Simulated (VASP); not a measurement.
Input of a VASP 6.6.1 run:

The input INCAR:

```
ALGO     = Normal         # electronic algorithm
EDIFF    = 1E-7           # SCF threshold, eV
EDIFFG   = -0.005         # ionic threshold
ENCUT    = 600            # plane-wave cutoff, eV
GGA      = PE             # functional
IBRION   = 2              # ionic algorithm
ISIF     = 3              # what is computed and relaxed
ISMEAR   = 0              # smearing method
LASPH    = T              # aspherical terms in the spheres
LCHARG   = F              # write CHGCAR
LREAL    = F              # projectors in reciprocal space
LWAVE    = F              # write WAVECAR
NELM     = 80             # most SCF steps
NSW      = 90             # ionic steps
PREC     = Accurate       # precision mode
SIGMA    = 0.03           # smearing width, eV
```

The input KPOINTS:

```
k-points
0
Gamma
  8 8 8
```

The input POSCAR:

```
TePb                                    
1.0
    0.0000000000      3.2840937665      3.2840937665
    3.2840937665      0.0000000000      3.2840937665
    3.2840937665      3.2840937665      0.0000000000
  Te              Pb            
     1     1
Direct
     0.5000000000000000    0.5000000000000000    0.5000000000000000
     0.0000000000000000    0.0000000000000000    0.0000000000000000
```

Potentials or basis: VASP PAW PBE potentials, release 64 (Te, Pb_d).

Run with:

```console
$ cat potpaw_PBE.64/Te/POTCAR potpaw_PBE.64/Pb_d/POTCAR > POTCAR
$ mpirun -np 1 vasp_std > vasp.out
```

Q: Estimate the band gap on the k mesh.

A: 0.83 eV, direct.

Final structure:
```
Te Pb
1.0
     0.00000    3.28409    3.28409
     3.28409    0.00000    3.28409
     3.28409    3.28409    0.00000
Te Pb
1 1
Direct
  0.50000 0.50000 0.50000
  0.00000 0.00000 0.00000
```

Caveat: the relaxation stopped at its first step, so nothing moved; spin-orbit coupling is left out, which as a rule narrows the gap of such compounds by several tenths of an eV. A k mesh can miss the band edges.
